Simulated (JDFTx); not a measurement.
The system is BAs.

```
CELL_PARAMETERS angstrom
0.00000 2.38850 2.38850
2.38850 0.00000 2.38850
2.38850 2.38850 0.00000
ATOMIC_POSITIONS crystal
As 0.75000 0.75000 0.75000
B 0.00000 0.00000 0.00000
```

Program: JDFTx 1.7.0 (patched build). Alike in all runs: task single point; no spin polarisation; cell as given.

**Question.** Order these runs on this cell by their band gap on the k mesh, lowest first.
A. level GLLB-SC; potentials or basis PseudoDojo-SR-PBE-0.5-standard; k mesh 10 × 10 × 10; cutoff (eV) 1143; smearing fixed; SCF threshold on the energy 1e-09 Ha; SCF threshold on the residual 1e-05; mesh quality not flagged
B. level LDA; potentials or basis PseudoDojo-SR-LDA-0.4.1-standard with smoothed tails; k mesh 10 × 10 × 10; cutoff (eV) 1088; smearing fermi-dirac 0.05 eV; SCF threshold on the energy 1e-09 Ha; local potential set to -Z/r beyond 6 bohr; pseudo rcut 6; mesh quality not flagged
C. level HSE06; potentials or basis PseudoDojo-SR-PBE-0.5-standard; k mesh 3 × 3 × 3; cutoff (eV) 1034; smearing fermi-dirac 0.05 eV; SCF threshold on the energy 1e-07 Ha; mesh quality coarse

**Answer.** B (1.14 eV), A (1.53 eV), C (2.22 eV).

Caveats: some runs use coarse meshes; this program's HSE differs a little from the usual definition (some runs); the hybrid runs on potentials with a model core (some runs); an odd mesh through Γ misses points on the zone boundary, where band edges often lie (some runs); the gap lacks the derivative discontinuity (some runs); a model potential gives levels but no total energy (some runs).

Not every run made on this cell is shown here.
